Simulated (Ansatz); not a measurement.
Here is an Ansatz 0.2.0 calculation.

File input.yaml:

```yaml
crystal:
  lattice:
    - [3.113, 0.0, 0.0]
    - [-1.5565, 2.695937082, 0.0]
    - [0.0, 0.0, 4.981]
  atoms:
    - { symbol: Al, position: [0.6666666667, 0.3333333333, 0.5] }
    - { symbol: Al, position: [0.3333333333, 0.6666666667, 0.0] }
    - { symbol: "N", position: [0.6666666667, 0.3333333333, 0.88] }
    - { symbol: "N", position: [0.3333333333, 0.6666666667, 0.38] }
hamiltonian:
  xc: lda
  pseudopotentials: { kind: paw }
kpoints:
  mp_grid: { grid: [7, 7, 5] }
scf:
  occupations: { method: fermi_dirac, width: 0.05 }
output:
  forces: true
  stress: true
  eigenvalues: true
relax:
  f_tol: 0.01
  max_steps: 40
  cell: { stress_tol: 0.05 }
```

Potentials or basis: Ansatz PAW.

Command:

```console
$ ansatz run input.yaml --threads 2 --pin off --max-ram 5632MiB --backend cpu --events-out ev --progress --plain --runs-dir out
```

(1) Predict the relaxed volume.

(2) Estimate the space group after relaxing (to 0.05 Å).

(3) Predict the relaxed cell.

## Answers

(1) 10.21 Å³/atom.

(2) P6_3mc (No. 186).

(3) a = 3.089 Å, b = 3.089 Å, c = 4.943 Å, α = 90.00°, β = 90.00°, γ = 120.00°.

Caveat: odd divisions of the mesh miss points on the zone boundary, where band edges often lie, so the gap on the mesh can be too wide; the pressure holds a Pulay correction of +0.7 GPa for the finite cutoff; the PAW data sets come from PBE, with cores solved anew for the run's functional, which leaves a small shift of forces and pressure.
